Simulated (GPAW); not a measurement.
Set up this calculation in GPAW 26.7.0, as an ASE script.

```
Task                : single point
Functional          : PBE
Potentials or basis : GPAW PAW data sets (gpaw-data 1.2.1)
Cutoff              : 800 eV
Basis               : pw
k mesh              : 10 × 10 × 10
Occupations         : fermi-dirac, width 0.05 eV
Spin                : no spin polarisation
Maxiter             : 150
```

The system is TaN.

```
CELL_PARAMETERS angstrom
0.00000 2.21132 2.21132
2.21132 0.00000 2.21132
2.21132 2.21132 0.00000
ATOMIC_POSITIONS crystal
Ta 0.50000 0.50000 0.50000
N 0.00000 0.00000 0.00000
```

The cell comes from a database or a generator and needn't be the stable form of this composition.

The input as run:

run.py

```python
from ase import Atoms
from ase.dft.bandgap import bandgap
from ase.io import write
from ase.units import Bohr, GPa
from gpaw import GPAW, PW
from gpaw.elf import elf_from_dft_calculation

atoms = Atoms(['Ta', 'N'],
              cell=[[0.0, 2.211323, 2.211323],
                    [2.211323, 0.0, 2.211323],
                    [2.211323, 2.211323, 0.0]],
              scaled_positions=[[0.5, 0.5, 0.5],
                                [0.0, 0.0, 0.0]],
              pbc=True)

calc = GPAW(mode=PW(800),
            xc='PBE',
            kpts={'size': (10, 10, 10), 'gamma': True},
            occupations={'name': 'fermi-dirac', 'width': 0.05},
            nbands=19,
            convergence={'density': 1e-05, 'energy': 1e-05},
            maxiter=150,
            txt='gpaw.txt')
atoms.calc = calc
energy = atoms.get_potential_energy()
forces = atoms.get_forces()
stress = atoms.get_stress()
calc.write('gs.gpw')
write('result.traj', atoms)
print(f'Energy: {energy:.6f} eV')
print('Forces (eV/A):')
print(forces.round(4))
print('Stress (GPa):', (stress / GPa).round(3))
print('Fermi level:', round(calc.get_fermi_level(), 4), 'eV')
print(f'Gap: {bandgap(calc)[0]:.4f} eV, direct: {bandgap(calc, direct=True)[0]:.4f} eV')

# fields on the real-space grid
write('density.cube', atoms, data=calc.get_pseudo_density() * Bohr**3)
write('potential.cube', atoms, data=calc.get_electrostatic_potential())
write('elf.cube', atoms, data=elf_from_dft_calculation(calc).data)
```

Potentials or basis: GPAW PAW data sets (gpaw-data 1.2.1), pw.

Command:

```console
$ OMP_NUM_THREADS=1 python run.py
```

It gave:

```
Pressure               : -1.6 GPa
Band gap on the k mesh : none (metal or under the smearing width)
```

It took 18 s on 1 thread of AMD EPYC 7B13 (Zen 3), on a shared host, peak memory 0.16 GiB.
